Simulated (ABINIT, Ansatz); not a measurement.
# BAs (F-43m): G0W0 with ABINIT, start to end, part 3 of 3

Aim: the G0W0 gap of BAs (F-43m) on PBE, step by step.

ABINIT 10.8.3; PBE and many-body steps on it, plane waves. Known limits of the many-body steps: not at the basis limit; no spin-orbit coupling.

So far. Step 4 (Empty states on the mesh, 6×6×6 mesh, 516 bands): On this mesh the gap is 1.293 eV. The earlier step found 1.208 eV, so this mesh misses an edge. Step 5 (Screening, 6×6×6 mesh, 214 bands, screening to 283 eV): Local fields lower ε∞ by 9 %.

### Step 6. Self-energy, 6×6×6 mesh, 214 bands, screening to 283 eV

The self-energy is evaluated for the states that the input lists, and the levels follow from it, in one-shot runs by the linearised quasiparticle equation.

This step: G0W0 on PBE, plane waves, norm-conserving pseudopotentials.

File run.abi:

```
acell 3*1.0 Angstrom
rprim 
  -0.000000000000 2.388500000000 2.388500000000
  2.388500000000 -0.000000000000 2.388500000000
  2.388500000000 2.388500000000 -0.000000000000
ntypat 2
znucl 5 33
natom 2
typat 1 2
xred 
  0.000000000000 0.000000000000 0.000000000000
  0.250000000000 0.250000000000 0.250000000000
pp_dirpath "pseudos"
pseudos "B.upf, As.upf"
ecut 44
ngkpt 6 6 6
nshiftk 1
shiftk 0 0 0
kptopt 1
chksymbreak 0
istwfk *1
occopt 1
irdwfk 1
optdriver 4
nband 214
gwcalctyp 0
ecutsigx 44
symsigma 1
nkptgw 2
kptgw 
  0.0000000000 0.0000000000 0.0000000000
  0.3333333333 0.3333333333 0.0000000000
bdgw 
  11 16
  12 15
ecuteps 10.4
irdscr 1
ppmodel 1
indata_prefix "in"
outdata_prefix "out"
tmpdata_prefix "tmp"
```

On the command line:

```
$ OMP_NUM_THREADS=1 mpirun -n 4 abinit run.abi > log
```

Numbers of over 12 decimals in the logs are rounded to 6 here.

The log of the run:

```text
.Version 10.8.3 of ABINIT. v10.8.2 released Aug 2026.

 Symmetries : space group F-4 3 m (#216); Bravais cF (face-center cubic)
[... echo of the input left out ...]
== DATASET  1 ==================================================================
-   mpi_nproc: 4, omp_nthreads: 1 (-1 if OMP is not activated)

--- !DatasetInfo
iteration_state: {dtset: 1, }
dimensions: {natom: 2, nkpt: 16, mband: 214, nsppol: 1, nspinor: 1, nspden: 1, mpw: 2637, }
cutoff_energies: {ecut:  44.0, pawecutdg:  -1.0, }
electrons: {nelect:   2.60000000E+01, charge:   0.00000000E+00, occopt:   1.00000000E+00, tsmear:   1.00000000E-02, }

 SIGMA: Calculation of the GW corrections

 Based on a program developped by R.W. Godby, V. Olevano, G. Onida, and L. Reining.
 Incorporated in ABINIT by V. Olevano, G.-M. Rignanese, and M. Torrent.
.Using double precision arithmetic ; gwpc =  8

[... cell and pseudopotentials left out ...]
--------------------------------------------------------------------------------

 ==== K-mesh for the wavefunctions ====
 Number of points in the irreducible wedge :    16
[... list of points left out ...]
 Together with 24 symmetry operations and time-reversal symmetry
 yields   216 points in the full Brillouin Zone.

 ==== Q-mesh for screening function ====
 Number of points in the irreducible wedge :    16
[... list of points left out ...]
 Together with 24 symmetry operations and time-reversal symmetry
 yields   216 points in the full Brillouin Zone.

 vcoul_init : cutoff-mode = AUXILIARY_FUNCTION
 q-points for optical limit:   1
     1)      0.000010    0.000020    0.000030
 setmesh: FFT mesh size selected  =    40x   40x   40
          total number of points  =        64000

 Number of electrons calculated from density =   26.0000; Expected =   26.0000
 average of density, n =  0.141374
 r_s =    1.1908
 omega_plasma =   36.2695 [eV]

 === KS Band Gaps ===
  >>>> For spin  1
   Minimum direct gap =   3.2894 [eV], located at k-point      :   0.0000  0.0000  0.0000
   Fundamental gap    =   1.2928 [eV], Top of valence bands at :   0.0000  0.0000  0.0000
                                       Bottom of conduction at :   0.3333  0.3333  0.0000
 SIGMA fundamental parameters:
 PLASMON POLE MODEL  1
 number of plane-waves for SigmaX                 2637
 number of plane-waves for SigmaC and W            283
 number of plane-waves for wavefunctions          2637
 number of bands                                   214
 number of independent spin polarizations            1
 number of spinorial components                      1
 number of k-points in IBZ                          16
 number of q-points in IBZ                          16
 number of symmetry operations                      24
 number of k-points in BZ                          216
 number of q-points in BZ                          216
 number of frequencies for dSigma/dE                 9
 frequency step for dSigma/dE [eV]                0.25
 number of omega for Sigma on real axis              0
 max omega for Sigma on real axis  [eV]           0.00
 zcut for avoiding poles [eV]                     0.10

 EPSILON^-1 parameters (SCR file):
 dimension of the eps^-1 matrix on file            283
 dimension of the eps^-1 matrix used               283
 number of plane-waves for wavefunctions          2637
 number of bands                                   214
 number of q-points in IBZ                          16
 number of frequencies                               2
 number of real frequencies                          1
 number of imag frequencies                          1

 matrix elements of self-energy operator (all in [eV])

 Perturbative Calculation

--- !SelfEnergy_ee
iteration_state: {dtset: 1, }
kpoint     : [   0.000,    0.000,    0.000, ]
spin       : 1
KS_gap     :    3.289
QP_gap     :    4.159
Delta_QP_KS:    0.870
data: !SigmaeeData |
     Band     E0 <VxcDFT>   SigX SigC(E0)      Z dSigC/dE  Sig(E)    E-E0       E
       11   7.999 -14.188 -15.543   0.502   0.807  -0.239 -14.876  -0.688   7.310
       12   7.999 -14.188 -15.543   0.502   0.807  -0.239 -14.876  -0.688   7.310
       13   7.999 -14.188 -15.543   0.502   0.807  -0.239 -14.876  -0.688   7.310
       14  11.288 -13.053  -8.369  -4.460   0.810  -0.235 -12.871   0.181  11.469
       15  11.288 -13.053  -8.369  -4.460   0.810  -0.235 -12.871   0.181  11.469
       16  11.288 -13.053  -8.369  -4.460   0.810  -0.235 -12.871   0.181  11.469

--- !SelfEnergy_ee
iteration_state: {dtset: 1, }
kpoint     : [   0.333,    0.333,    0.000, ]
spin       : 1
KS_gap     :    4.744
QP_gap     :    5.570
Delta_QP_KS:    0.826
data: !SigmaeeData |
     Band     E0 <VxcDFT>   SigX SigC(E0)      Z dSigC/dE  Sig(E)    E-E0       E
       12   4.547 -13.197 -16.027   1.731   0.797  -0.255 -14.072  -0.875   3.672
       13   4.547 -13.197 -16.027   1.731   0.797  -0.255 -14.072  -0.875   3.672
       14   9.292 -11.657  -7.564  -4.153   0.817  -0.224 -11.706  -0.049   9.242
       15  11.154 -11.166  -6.440  -4.744   0.816  -0.225 -11.181  -0.015  11.138

== END DATASET(S) ==============================================================
================================================================================

 -outvars: echo values of variables after computation  --------
           etotal      0.0000000000E+00
            nband         214
             nkpt          16
          spgroup         216
 [... the other variables as echoed above ...]

 Calculation completed.
```

The job ended after 64 s (4 MPI ranks of Intel Xeon Platinum 8375C at 2.90GHz (Ice Lake), shared host; peak memory 1.8 GiB).

Numbers from this step:

| Property | Result |
| --- | --- |
| G0W0 gap on the points computed | 1.932 eV |
| starting gap on the mesh | 1.293 eV |
| k of the valence top | 0, 0, 0 |
| k of the conduction bottom | 0.3333, 0.3333, 0 |
| Z at the valence top | 0.807 |
| Z at the conduction bottom | 0.817 |
| least direct G0W0 gap on the computed points | 4.159 eV |

The gap on the mesh goes from 1.29 eV to 1.93 eV, a correction of +0.64 eV. The start differs from the 1.21 eV found before because the two sample other k points.

Limits: finite bands, cutoff and mesh; no spin-orbit coupling. v1 is the top filled band, c1 the lowest empty one. Levels before and after the correction, in eV, zero at the valence-band top of each column:

```csv
,conduction bottom,valence top
Kohn-Sham,1.29,0.00
G0W0,1.93,0.00
```

```csv
,level,energy (eV)
Kohn-Sham,Γ v3-v1,0.000
Kohn-Sham,Γ c1-c3,3.289
Kohn-Sham,(0.333 0.333 0) v2-v1,-3.452
Kohn-Sham,(0.333 0.333 0) c1,1.293
Kohn-Sham,(0.333 0.333 0) c2,3.155
G0W0,Γ v3-v1,0.000
G0W0,Γ c1-c3,4.159
G0W0,(0.333 0.333 0) v2-v1,-3.638
G0W0,(0.333 0.333 0) c1,1.932
G0W0,(0.333 0.333 0) c2,3.828
```

### Step 7. Where the time went

Times are wall times on 4 MPI ranks of Intel Xeon Platinum 8375C at 2.90GHz (Ice Lake), shared host, good to a factor of about two.

```csv
step,time,share,memory (GiB)
ground state,24 s,4 %,0.35
bands along the symmetry lines,20 s,3 %,0.31
empty states on the mesh,65 s,10 %,1.8
screening,8.4 min,75 %,1.9
self-energy,64 s,9 %,1.8
```

### Step 8. Summary of results

```
PBE gap                              : 1.21 eV, indirect
G0W0 gap on the mesh                 : 1.93 eV
G0W0 gap over the zone (rigid shift) : 1.85 eV
GW settings                          : 6×6×6 mesh, 214 bands, screening to 283 eV, Godby-Needs plasmon pole
known limits                         : not at the basis limit; no spin-orbit coupling
```

**Reading.** G0W0 moves the gap on the mesh from 1.29 eV to 1.93 eV (+0.64 eV), with Z of 0.81 and 0.82 at the edges. The mesh misses the band edges by 0.08 eV in all; a rigid shift gives 1.85 eV for the zone. Local fields lower the RPA ε∞ on this mesh from 11.52 to 10.51. Only 2 of the mesh's irreducible points were corrected, so a valley elsewhere could overtake. The dearest step here is «screening». Against experiment, by G0W0@PBE: the gap of 1.85 eV lies −0.17 eV from the measured 2.02 eV (indirect, 300 K, 2019); the direct gap of 4.16 eV lies +0.04 eV from the measured 4.12 eV (direct, 300 K, 2019); the gap of 1.85 eV lies +0.03 eV from the measured 1.82 eV (indirect, 300 K, 2019). An exciton line or allowed optical edge lies below the quasiparticle gap by the binding energy; a forbidden edge can push the onset above it. The calculation has static nuclei and no excitons; a measured gap holds zero-point and thermal motion, which mostly lowers it. Bands and cutoff are finite, so the gap is not at the basis limit. The miss can reach some tenths of an eV and take either sign; the mesh is an error of its own. In the G0W0 run levels were corrected at 2 k points alone, so a gap called «on the mesh» is the least over those, and an edge elsewhere would be missed. A denser mesh or path gives a starting gap of 1.21 eV: the GW mesh misses a band edge, so its gaps are not the fundamental one. The many-body steps are scalar-relativistic: spin-orbit coupling is not in them.

[Paths, hosts, dates, memory and timing lines, banners, echoed tables and standing remarks are left out of the program output.]

[Logs are printed without paths, hosts, clocks, repeated set-up lines and the standing remarks that a program may print on its own settings, such as how far it seeks lower states.]

[Runs of the session that timed out or met a known fault of the program may be left out.]

[Hosts, paths, dates, database ids (printed as entryN), source tags and the programs' standing remarks are cut or masked in the printed files.]

[G0W0 gaps are taken among the corrected bands and points alone; a level outside them can change the order at an edge.]

[Where Ansatz stands beside ABINIT at settings called matched, ABINIT's density can come from a denser mesh and the files from another edition; pairs whose starting gaps differed by over 0.03 eV were left out, so agreement reads better than it is.]
